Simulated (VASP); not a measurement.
# Se (Pm-3m) in VASP: further runs

One crystal, Se, is run at these levels: PBE; tasks: single point.

Everything below comes from runs of VASP 6.6.1. Logs are shortened: lines on timing, memory, paths and dates and some standing lists are left out, and cuts for length are marked.

## Step 1: Starting point

The structure is cubic, space group Pm-3m (No. 221). Conventional cell: a = 2.811 Å, b = 2.811 Å, c = 2.811 Å, α = 90.00°, β = 90.00°, γ = 90.00°. Around Se (site symmetry m-3m) lie 6 Se at 2.81 Å.

This isn't the form of Se at room conditions, which is trigonal, of chains.

## Step 2: Single point, PBE

File INCAR:

```
SYSTEM = Se
ALGO = Fast
EDIFF = 1E-6
ENCUT = 450
GGA = PE
ISIF = 2
ISMEAR = 0
LASPH = .True.
LCHARG = .False.
LREAL = .False.
LWAVE = .False.
NBANDS = 9
NELM = 60
PREC = Accurate
SIGMA = 0.02
```

File KPOINTS:

```
k-points
0
Gamma
  4 4 4
  0 0 0
```

File POSCAR:

```
Se
1.0
    2.8105630200      0.0000000000      0.0000000000
    0.0000000000      2.8105630200      0.0000000000
    0.0000000000      0.0000000000      2.8105630200
Se
1
Direct
    0.0000000000      0.0000000000      0.0000000000
```

Potentials or basis: VASP PAW PBE potentials, release 64 (Se_GW).

Launch:

```bash
$ cat potpaw_PBE.64/Se_GW/POTCAR > POTCAR
$ mpirun -np 1 vasp_std > vasp.out
```

OUTCAR:

```text
SYSTEM = Se
   EDIFF = 1E-6
   ENCUT = 450
   GGA = PE
   ISIF = 2
   ISMEAR = 0
   LASPH = .True.
   LREAL = .False.
   NELM = 60
   PREC = Accurate

 ion  position               nearest neighbor table
   1  0.000  0.000  0.000-

  LATTYP: Found a simple cubic cell.
 ALAT       =     2.8105630200

  Lattice vectors:

 A1 = (   2.8105630200,   0.0000000000,   0.0000000000)
 A2 = (   0.0000000000,   2.8105630200,   0.0000000000)
 A3 = (   0.0000000000,   0.0000000000,   2.8105630200)

Analysis of symmetry for initial positions (statically):
=====================================================================
 Subroutine PRICEL returns:
 Original cell was already a primitive cell.

 Routine SETGRP: Setting up the symmetry group for a
 simple cubic supercell.

 Subroutine GETGRP returns: Found 48 space group operations
 (whereof 48 operations were pure point group operations)
 out of a pool of 48 trial point group operations.

The static configuration has the point symmetry O_h .

Analysis of symmetry for dynamics (positions and initial velocities):
=====================================================================
 Subroutine PRICEL returns:
 Original cell was already a primitive cell.

 Routine SETGRP: Setting up the symmetry group for a
 simple cubic supercell.

 Subroutine GETGRP returns: Found 48 space group operations
 (whereof 48 operations were pure point group operations)
 out of a pool of 48 trial point group operations.

The dynamic configuration has the point symmetry O_h .

 Subroutine INISYM returns: Found 48 space group operations
 (whereof 48 operations are pure point group operations),
 and found     1 'primitive' translations

----------------------------------------------------------------------------------------

                                     Primitive cell

  volume of cell :      22.2014

  direct lattice vectors                    reciprocal lattice vectors
     2.810563020  0.000000000  0.000000000     0.355800597  0.000000000  0.000000000
     0.000000000  2.810563020  0.000000000     0.000000000  0.355800597  0.000000000
     0.000000000  0.000000000  2.810563020     0.000000000  0.000000000  0.355800597

  length of vectors
     2.810563020  2.810563020  2.810563020     0.355800597  0.355800597  0.355800597

  position of ions in fractional coordinates (direct lattice)
     0.000000000  0.000000000  0.000000000

  ion indices of the primitive-cell ions
   primitive index   ion index
                 1           1

----------------------------------------------------------------------------------------

 KPOINTS: k-points

Automatic generation of k-mesh.
 Grid dimensions read from file:
 generate k-points for:    4    4    4

 Generating k-lattice:

  Cartesian coordinates                     Fractional coordinates (reciprocal lattice)
     0.088950149  0.000000000  0.000000000     0.250000000  0.000000000  0.000000000
     0.000000000  0.088950149  0.000000000     0.000000000  0.250000000  0.000000000
     0.000000000  0.000000000  0.088950149     0.000000000  0.000000000  0.250000000

  Length of vectors
     0.088950149  0.088950149  0.088950149

  Shift w.r.t. Gamma in fractional coordinates (k-lattice)
     0.000000000  0.000000000  0.000000000

 Subroutine IBZKPT returns following result:
 ===========================================

 Found     10 irreducible k-points:

 Following reciprocal coordinates:
            Coordinates               Weight
  0.000000  0.000000  0.000000      1.000000
  0.250000  0.000000  0.000000      6.000000
  0.500000  0.000000  0.000000      3.000000
  0.250000  0.250000  0.000000     12.000000
  0.500000  0.250000  0.000000     12.000000
  0.500000  0.500000  0.000000      3.000000
  0.250000  0.250000  0.250000      8.000000
  0.500000  0.250000  0.250000     12.000000
  0.500000  0.500000  0.250000      6.000000
  0.500000  0.500000  0.500000      1.000000
   k-points           NKPTS =     10   k-points in BZ     NKDIM =     10   number of bands    NBANDS=      9
   number of dos      NEDOS =    301   number of ions     NIONS =      1
   total plane-waves  NPLWV =   8000
   dimension x,y,z NGX =    20 NGY =   20 NGZ =   20
   dimension x,y,z NGXF=    40 NGYF=   40 NGZF=   40
   ions per type =               1
   NGX,Y,Z   is equivalent  to a cutoff of  11.83, 11.83, 11.83 a.u.
   NGXF,Y,Z  is equivalent  to a cutoff of  23.66, 23.66, 23.66 a.u.
 SYSTEM =  Se
   PREC   = accura    normal or accurate (medium, high low for compatibility)
   ISTART =      0    job   : 0-new  1-cont  2-samecut
   ICHARG =      2    charge: 1-file 2-atom 10-const
   ISPIN  =      1    spin polarized calculation?
   LNONCOLLINEAR =      F non collinear calculations
   LSORBIT =      F    spin-orbit coupling
   LASPH  =      T    aspherical Exc in radial PAW
   ENCUT  =  450.0 eV  33.07 Ry    5.75 a.u.   4.86  4.86  4.86*2*pi/ulx,y,z
   NELM   =     60;   NELMIN=  2; NELMDL= -5     # of ELM steps
   EDIFF  = 0.1E-05   stopping-criterion for ELM
   LREAL  =      F    real-space projection
   EDIFFG = 0.1E-04   stopping-criterion for IOM
   NSW    =      0    number of steps for IOM
   IBRION =     -1    ionic relax: 0-MD 1-quasi-New 2-CG
   NFREE  =      0    steps in history (QN), initial steepest desc. (CG)
   ISIF   =      2    stress and relaxation
   ISYM   =      2    0-nonsym 1-usesym 2-fastsym
   POTIM  = 0.5000    time-step for ionic-motion
   TEBEG  =    0.0;   TEEND  =   0.0 temperature during run
   PSTRESS=    0.0 pullay stress
   NELECT =       6.0000    total number of electrons
   NUPDOWN=      -1.0000    fix difference up-down
   EMIN   =  10.00;   EMAX   =-10.00  energy-range for DOS
   EFERMI =   0.00;   METHOD = LEGACY
   ISMEAR =     0;   SIGMA  =   0.02  broadening in eV -4-tet -1-fermi 0-gaus
   EFERMI_NEDOS =   21; number of points for ismear=-14 and -15
   IALGO  =     68    algorithm
   IMIX   =      4    mixing-type and parameters
     AMIX     =   0.40;   BMIX     =  1.00
     AMIX_MAG =   1.60;   BMIX_MAG =  1.00
  volume/ion in A,a.u.               =      22.20       149.82
  Fermi-wavevector in a.u.,A,eV,Ry     =   1.058438  2.000157 15.242472  1.120290
  Thomas-Fermi vector in A             =   2.193747
   LORBIT       =      0    0 simple, 1 ext, 2 COOP (PROOUT), +10 PAW based schemes
   GGA     = PE    functional components
   LHFCALC =     F    Hartree Fock is set to
   AEXX    =    0.0000 exact exchange contribution
   IVDW    =     0    specifies the selected vdW correction
   LEPSILON=     F    determine dielectric tensor
   LRPA    =     F    only Hartree local field effects (RPA)
 non-spin polarized calculation
 RMM-DIIS sequential band-by-band and
 Gauss-broadening in eV      SIGMA  =   0.02
  energy-cutoff  :      450.00
  volume of cell :       22.20
 maximum number of plane-waves:       500
 NGX is ok and might be reduce to    20
   NGX =  9   NGY =  9   NGZ =  9

 number of electron       5.9999999 magnetization

 Free energy of the ion-electron system (eV)
  ---------------------------------------------------
  ext. energy  EPLUGINS =         0.00000000
  ---------------------------------------------------
  free energy    TOTEN  =        -3.37267047 eV

  energy without entropy =       -3.37134544  energy(sigma->0) =       -3.37200795

 E-fermi :   3.9968     XC(G=0): -10.0051

 val. band max:        3.6649707165   @ k =   0.5000   0.2500   0.2500
 cond. band min:       4.0105045226   @ k =   0.5000   0.2500   0.2500
 fundamental gap:      0.3455338060
 Fermi energy:         3.9968231156

 k-point     1 :       0.0000    0.0000    0.0000
  band No.  band energies     occupation
      1     -11.3076      2.00000
      2       6.3086      0.00000
      3       6.3086      0.00000
      4       6.3086      0.00000
      5      12.6377      0.00000
      6      12.6377      0.00000
      7      12.8302      0.00000
      8      27.2500      0.00000
      9      27.2509      0.00000

 k-point     2 :       0.2500    0.0000    0.0000
  band No.  band energies     occupation
      1     -10.4559      2.00000
      2       1.2270      2.00000
      3       6.9517      0.00000
      4       6.9517      0.00000
      5      13.4967      0.00000
      6      13.8412      0.00000
      7      19.0515      0.00000
      8      21.4187      0.00000
      9      21.4187      0.00000

 k-point     3 :       0.5000    0.0000    0.0000
  band No.  band energies     occupation
      1      -9.1836      2.00000
      2      -2.1972      2.00000
      3       7.7620      0.00000
      4       7.7620      0.00000
      5      14.8214      0.00000
      6      16.5541      0.00000
      7      17.5007      0.00000
      8      18.4880      0.00000
      9      18.4880      0.00000

 k-point     4 :       0.2500    0.2500    0.0000
  band No.  band energies     occupation
      1      -9.6066      2.00000
      2       1.9670      2.00000
      3       2.0575      2.00000
      4       7.5767      0.00000
      5      13.9028      0.00000
      6      15.1324      0.00000
      7      20.6762      0.00000
      8      20.9396      0.00000
      9      21.8025      0.00000

 k-point     5 :       0.5000    0.2500    0.0000
  band No.  band energies     occupation
      1      -8.3376      2.00000
      2      -1.3844      2.00000
      3       3.1102      2.00000
      4       8.3558      0.00000
      5      11.1387      0.00000
      6      16.5692      0.00000
      7      19.3555      0.00000
      8      20.3017      0.00000
      9      22.1282      0.00000

 k-point     6 :       0.5000    0.5000    0.0000
  band No.  band energies     occupation
      1      -7.0696      2.00000
      2      -0.2324      2.00000
      3      -0.2324      2.00000
      4       7.7616      0.00000
      5       9.0823      0.00000
      6      18.3674      0.00000
      7      20.7095      0.00000
      8      20.7095      0.00000
      9      22.0253      0.00000

 k-point     7 :       0.2500    0.2500    0.2500
  band No.  band energies     occupation
      1      -8.7587      2.00000
      2       2.6947      2.00000
      3       2.6947      2.00000
      4       2.9471      2.00000
      5      14.0924      0.00000
      6      16.1057      0.00000
      7      16.1057      0.00000
      8      21.7323      0.00000
      9      21.7326      0.00000

 k-point     8 :       0.5000    0.2500    0.2500
  band No.  band energies     occupation
      1      -7.4900      2.00000
      2      -0.5936      2.00000
      3       3.6650      2.00000
      4       4.0105      0.33333
      5      11.5127      0.00000
      6      12.9455      0.00000
      7      16.9515      0.00000
      8      22.7076      0.00000
      9      22.9517      0.00000

 k-point     9 :       0.5000    0.5000    0.2500
  band No.  band energies     occupation
      1      -6.2138      2.00000
      2       0.5087      2.00000
      3       0.5087      2.00000
      4       4.8045      0.00000
      5       8.7933      0.00000
      6      13.9390      0.00000
      7      13.9390      0.00000
      8      19.0478      0.00000
      9      24.7679      0.00000

 k-point    10 :       0.5000    0.5000    0.5000
  band No.  band energies     occupation
      1      -4.9048      2.00000
      2       1.5035      2.00000
      3       1.5035      2.00000
      4       1.5035      2.00000
      5      10.7043      0.00000
      6      10.7043      0.00000
      7      10.7043      0.00000
      8      14.8211      0.00000
      9      33.8911      0.00000

------------------------ aborting loop because EDIFF is reached ----------------------------------------

  FORCE on cell =-STRESS in cart. coord.  units (eV):
  Direction    XX          YY          ZZ          XY          YZ          ZX
  --------------------------------------------------------------------------------------
  -------------------------------------------------------------------------------------
  Total       -0.1802169     -0.1802169     -0.1802169     -0.0000000      0.0000000      0.0000000
  in kB      -13.0054710    -13.0054710    -13.0054710     -0.0000000      0.0000000      0.0000000
  external PRESSURE =     -13.0054710 kB  Pullay stress =       0.0000000 kB

 VOLUME and BASIS-vectors are now :
 -----------------------------------------------------------------------------
  energy-cutoff  :      450.00
  volume of cell :       22.20
      direct lattice vectors                 reciprocal lattice vectors
     2.810563020  0.000000000  0.000000000     0.355800597  0.000000000  0.000000000
     0.000000000  2.810563020  0.000000000     0.000000000  0.355800597  0.000000000
     0.000000000  0.000000000  2.810563020     0.000000000  0.000000000  0.355800597

 POSITION                                       TOTAL-FORCE (eV/Angst)
 -----------------------------------------------------------------------------------
      0.00000      0.00000      0.00000         0.000000      0.000000      0.000000
 -----------------------------------------------------------------------------------
    total drift:                               -0.000000     -0.000000      0.000000

  FREE ENERGIE OF THE ION-ELECTRON SYSTEM (eV)
  ---------------------------------------------------
  free  energy   TOTEN  =        -3.3726704707 eV

  energy  without entropy=       -3.3713454360  energy(sigma->0) =       -3.37200795
```

Run time: 2.3 s. Hardware: 1 thread of Intel Xeon Platinum 8259CL at 2.50GHz (Skylake/Cascade Lake), shared host; peak memory 0.12 GiB.

Results:

* Free energy: -3.3727 eV
* Pressure: -1.3 GPa
* Band gap on the k mesh: none (metal or under the smearing width)

Caveat: the k mesh is coarse (spacing up to 0.56 Å⁻¹), so the values aren't converged.

## Step 3: Single point, PBE

File INCAR:

```
SYSTEM = Se
PREC = Accurate
ENCUT = 450
EDIFF = 1E-6
ISMEAR = 0
SIGMA = 0.02
LREAL = .FALSE.
LASPH = .TRUE.
NELM = 80
ALGO = Fast
ISIF = 2
LWAVE = .FALSE.
LCHARG = .FALSE.
GGA = PE
NBANDS = 9
```

File KPOINTS:

```
regular mesh
0
G
  6 6 6
  0 0 0
```

POSCAR is that of step 2.

Potentials or basis: VASP PAW PBE potentials, release 64 (Se_GW).

Launch:

```bash
$ cat potpaw_PBE.64/Se_GW/POTCAR > POTCAR
$ mpirun -np 1 vasp_std > vasp.out
```

Wall time 3.3 s (1 thread of Intel Xeon Platinum 8259CL at 2.50GHz (Skylake/Cascade Lake), shared host); peak memory 0.12 GiB.

The run converged. Its results:

```yaml
Free_energy: -3.1702 eV
Pressure: 1.0 GPa
Band_gap_on_the_k_mesh: none (metal or under the smearing width)
```

Levels at points of the mesh, in eV from the Fermi level:
| k point | band 1 | band 2 | band 3 | band 4 | band 5 | band 6 | band 7 | band 8 |
| --- | --- | --- | --- | --- | --- | --- | --- | --- |
| (0.00, 0.00, 0.00) | -16.21 | 1.40 | 1.40 | 1.40 | 7.73 | 7.73 | 7.92 | 22.34 |
| (0.50, 0.00, 0.00) | -14.09 | -7.11 | 2.86 | 2.86 | 9.92 | 11.65 | 12.60 | 13.58 |
| (0.50, 0.50, 0.00) | -11.97 | -5.14 | -5.14 | 2.85 | 4.18 | 13.46 | 15.80 | 15.80 |
| (0.50, 0.50, 0.50) | -9.80 | -3.40 | -3.40 | -3.40 | 5.79 | 5.79 | 5.79 | 9.91 |

Caveat: the k mesh is coarse (spacing up to 0.37 Å⁻¹), so the values aren't converged.

## Step 4: Single point, PBE

File INCAR:

```
SYSTEM = Se
PREC = Accurate ; ENCUT = 400
EDIFF = 1E-6 ; ISMEAR = 0
SIGMA = 0.02 ; LREAL = .FALSE.
LASPH = .TRUE. ; NELM = 60
ALGO = Normal ; ISIF = 2
LWAVE = .FALSE. ; LCHARG = .TRUE.
GGA = PE ; LELF = .TRUE.
LVHAR = .TRUE. ; NBANDS = 9
```

File KPOINTS:

```
regular mesh
0
G
  5 5 5
  0 0 0
```

POSCAR is that of step 3.

Launch:

```bash
$ cat potpaw_PBE.64/Se_GW/POTCAR > POTCAR
$ mpirun -np 1 vasp_std > vasp.out
```

Wall time 3.4 s (1 thread of AMD EPYC 7R43 (Zen 3), shared host); peak memory 0.08 GiB.

The run converged. Its results:

| Quantity | Value |
| --- | --- |
| Free energy | -3.1179 eV |
| Pressure | 0.0 GPa |
| Band gap on the k mesh | none (metal or under the smearing width) |

Levels at points of the mesh, in eV from the Fermi level:
```csv
k point,band 1,band 2,band 3,band 4,band 5,band 6,band 7
"(0.00, 0.00, 0.00)",-15.68,1.94,1.94,1.94,8.27,8.27,8.47
```

Caveat: the k mesh is coarse (spacing up to 0.45 Å⁻¹), so the values aren't converged.

## Step 5: Summary

| k mesh | cutoff (eV) | gap on the mesh (eV) | pressure (GPa) |
| --- | --- | --- | --- |
| 4 × 4 × 4 | 450 | none | -1.3 |
| 6 × 6 × 6 | 450 | none | 1.0 |
| 5 × 5 × 5 | 400 | none | 0.0 |

Alike in all rows: task single point; level PBE; potentials or basis VASP PAW PBE potentials, release 64 (Se_GW); no spin polarisation; cell as given; smearing gaussian 0.02 eV; the mesh is coarse, so values aren't converged.

Caveats: all runs use coarse meshes.

Total energies depend on the potentials used, so only differences within one code and one set of settings carry meaning.
